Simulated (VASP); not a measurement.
# Pm (Fm-3m) in VASP: single point with PBEsol

Aim: the single point of Pm with PBEsol.

Program: VASP 6.6.1. These are calculated values, not measurements. Logs are shortened: lines on timing, memory, paths and dates and some standing lists are left out, and cuts for length are marked.

**1. The crystal as given**

It takes space group Fm-3m (No. 225, cubic). The conventional cell has a = 4.358 Å, b = 4.358 Å, c = 4.358 Å, α = 90.00°, β = 90.00°, γ = 90.00°. Pm (site symmetry m-3m) is surrounded by 12 Pm at 3.08 Å.

The cell was built by a generator and needn't be a form met in nature.

**2. Single point, PBEsol**

INCAR reads:

```
SYSTEM = Pm
PREC     = Accurate       ! precision mode
ENCUT    = 520            ! plane-wave cutoff, eV
EDIFF    = 1E-6           ! SCF threshold, eV
ISMEAR   = -1             ! smearing method
SIGMA    = 0.13605693000000002 ! smearing width, eV
LREAL    = .False.        ! projectors in reciprocal space
LASPH    = .True.         ! aspherical terms in the spheres
NELM     = 60             ! most SCF steps
ALGO     = Normal         ! electronic algorithm
ISIF     = 2              ! what is computed and relaxed
LWAVE    = .False.        ! write WAVECAR
LCHARG   = .True.         ! write CHGCAR
GGA      = PS             ! functional
LELF     = .True.         ! ELF
LVHAR    = .True.       
NBANDS   = 14             ! bands
```

KPOINTS reads:

```
regular mesh
0
Gamma
  13 13 13
  0 0 0
```

POSCAR reads:

```
Pm
1.0
    0.0000000000      2.1787906768      2.1787906768
    2.1787906768      0.0000000000      2.1787906768
    2.1787906768      2.1787906768      0.0000000000
Pm
1
Direct
    0.0000000000      0.0000000000      0.0000000000
```

Potentials or basis: VASP PAW PBE potentials, release 64 (Pm).

Launch:

```sh
cat potpaw_PBE.64/Pm/POTCAR > POTCAR
mpirun -np 1 vasp_std > vasp.out
```

OUTCAR:

```text
SYSTEM = Pm
   PREC = Accurate
   ENCUT = 520
   EDIFF = 1E-6
   ISMEAR = -1
   LREAL = .False.
   LASPH = .True.
   NELM = 60
   ISIF = 2
   GGA = PS

 ion  position               nearest neighbor table
   1  0.000  0.000  0.000-

  LATTYP: Found a face centered cubic cell.
 ALAT       =     4.3575813536

  Lattice vectors:

 A1 = (   0.0000000000,   2.1787906768,   2.1787906768)
 A2 = (   2.1787906768,   0.0000000000,   2.1787906768)
 A3 = (   2.1787906768,   2.1787906768,   0.0000000000)

Analysis of symmetry for initial positions (statically):
=====================================================================
 Subroutine PRICEL returns:
 Original cell was already a primitive cell.

 Routine SETGRP: Setting up the symmetry group for a
 face centered cubic supercell.

 Subroutine GETGRP returns: Found 48 space group operations
 (whereof 48 operations were pure point group operations)
 out of a pool of 48 trial point group operations.

The static configuration has the point symmetry O_h .

Analysis of symmetry for dynamics (positions and initial velocities):
=====================================================================
 Subroutine PRICEL returns:
 Original cell was already a primitive cell.

 Routine SETGRP: Setting up the symmetry group for a
 face centered cubic supercell.

 Subroutine GETGRP returns: Found 48 space group operations
 (whereof 48 operations were pure point group operations)
 out of a pool of 48 trial point group operations.

The dynamic configuration has the point symmetry O_h .

 Subroutine INISYM returns: Found 48 space group operations
 (whereof 48 operations are pure point group operations),
 and found     1 'primitive' translations

----------------------------------------------------------------------------------------

                                     Primitive cell

  volume of cell :      20.6860

  direct lattice vectors                    reciprocal lattice vectors
     0.000000000  2.178790677  2.178790677    -0.229485102  0.229485102  0.229485102
     2.178790677  0.000000000  2.178790677     0.229485102 -0.229485102  0.229485102
     2.178790677  2.178790677  0.000000000     0.229485102  0.229485102 -0.229485102

  length of vectors
     3.081275325  3.081275325  3.081275325     0.397479856  0.397479856  0.397479856

  position of ions in fractional coordinates (direct lattice)
[... 83 lines left out ...]
   ISIF   =      2    stress and relaxation
   ISYM   =      2    0-nonsym 1-usesym 2-fastsym
   POTIM  = 0.5000    time-step for ionic-motion
   TEBEG  =    0.0;   TEEND  =   0.0 temperature during run
   PSTRESS=    0.0 pullay stress
   NELECT =      15.0000    total number of electrons
   NUPDOWN=      -1.0000    fix difference up-down
   EMIN   =  10.00;   EMAX   =-10.00  energy-range for DOS
   EFERMI =   0.00;   METHOD = LEGACY
   ISMEAR =    -1;   SIGMA  =   0.14  broadening in eV -4-tet -1-fermi 0-gaus
   EFERMI_NEDOS =   21; number of points for ismear=-14 and -15
   IALGO  =     38    algorithm
   IMIX   =      4    mixing-type and parameters
     AMIX     =   0.40;   BMIX     =  1.00
     AMIX_MAG =   1.60;   BMIX_MAG =  1.00
  volume/ion in A,a.u.               =      20.69       139.60
  Fermi-wavevector in a.u.,A,eV,Ry     =   1.470776  2.779363 29.431862  2.163181
  Thomas-Fermi vector in A             =   2.585992
   LORBIT       =      0    0 simple, 1 ext, 2 COOP (PROOUT), +10 PAW based schemes
   GGA     = PS    functional components
   LHFCALC =     F    Hartree Fock is set to
   AEXX    =    0.0000 exact exchange contribution
   IVDW    =     0    specifies the selected vdW correction
   LEPSILON=     F    determine dielectric tensor
   LRPA    =     F    only Hartree local field effects (RPA)
 non-spin polarized calculation
  energy-cutoff  :      520.00
  volume of cell :       20.69
 maximum number of plane-waves:       568
   NGX = 11   NGY = 11   NGZ = 11

 number of electron      15.0000000 magnetization

 Free energy of the ion-electron system (eV)
  ---------------------------------------------------
  ext. energy  EPLUGINS =         0.00000000
  ---------------------------------------------------
  free energy    TOTEN  =        -5.92178820 eV

  energy without entropy =       -5.26707789  energy(sigma->0) =       -5.59443305

 E-fermi :  10.4095     XC(G=0): -12.6002

 val. band max:       10.4086150142   @ k =   0.4615   0.1538   0.0000
 cond. band min:      10.4096714092   @ k =  -0.2308   0.3846   0.1538
 fundamental gap:      0.0010563950
 Fermi energy:        10.4095193793

 k-point     1 :       0.0000    0.0000    0.0000
  band No.  band energies     occupation
      1     -28.1158      2.00000
      2      -6.3600      2.00000
      3      -6.3600      2.00000
      4      -6.3600      2.00000
      5       7.4064      2.00000
      6       9.7347      1.98607
      7      10.3161      1.33045
      8      10.3161      1.33045
      9      10.3161      1.33045
     10      11.0467      0.01832
     11      11.0467      0.01832
     12      11.0467      0.01832
     13      12.7780      0.00000
     14      12.7780      0.00000
[... 377 lines left out ...]
      1     -27.3433      2.00000
      2      -9.8452      2.00000
      3      -7.3789      2.00000
      4      -7.0849      2.00000
      5       8.9313      1.99996
      6       9.7704      1.98193
      7      10.2621      1.49423
      8      10.4086      1.00332
      9      10.7342      0.16843
     10      10.7570      0.14434
     11      10.8580      0.07140
     12      10.8679      0.06654
     13      12.0587      0.00001
     14      13.9345      0.00000

 [... further k-points ...]

------------------------ aborting loop because EDIFF is reached ----------------------------------------

  FORCE on cell =-STRESS in cart. coord.  units (eV):
  Direction    XX          YY          ZZ          XY          YZ          ZX
  --------------------------------------------------------------------------------------
  -------------------------------------------------------------------------------------
  Total       -0.0610152     -0.0610152     -0.0610152      0.0000000      0.0000000      0.0000000
  in kB       -4.7257679     -4.7257679     -4.7257679      0.0000000      0.0000000      0.0000000
  external PRESSURE =      -4.7257679 kB  Pullay stress =       0.0000000 kB

 VOLUME and BASIS-vectors are now :
 -----------------------------------------------------------------------------
  energy-cutoff  :      520.00
  volume of cell :       20.69
      direct lattice vectors                 reciprocal lattice vectors
     0.000000000  2.178790677  2.178790677    -0.229485102  0.229485102  0.229485102
     2.178790677  0.000000000  2.178790677     0.229485102 -0.229485102  0.229485102
     2.178790677  2.178790677  0.000000000     0.229485102  0.229485102 -0.229485102

 POSITION                                       TOTAL-FORCE (eV/Angst)
 -----------------------------------------------------------------------------------
      0.00000      0.00000      0.00000        -0.000000      0.000000      0.000000
 -----------------------------------------------------------------------------------
    total drift:                                0.000000      0.000000     -0.000000

  FREE ENERGIE OF THE ION-ELECTRON SYSTEM (eV)
  ---------------------------------------------------
  free  energy   TOTEN  =        -5.9217881956 eV

  energy  without entropy=       -5.2670778947  energy(sigma->0) =       -5.59443305
```

It took 10 s on 1 thread of Intel Xeon 6975P-C (Granite Rapids), shared host; peak memory 0.16 GiB.

What came out:

```yaml
Free_energy: -5.9218 eV
Pressure: -0.5 GPa
Band_gap_on_the_k_mesh: none (metal or under the smearing width)
```

Caveat: the PAW data sets were made with another functional, which shifts forces and pressure a little. Spin polarisation is off, so any magnetic state and its effect on volume and gap are missing.
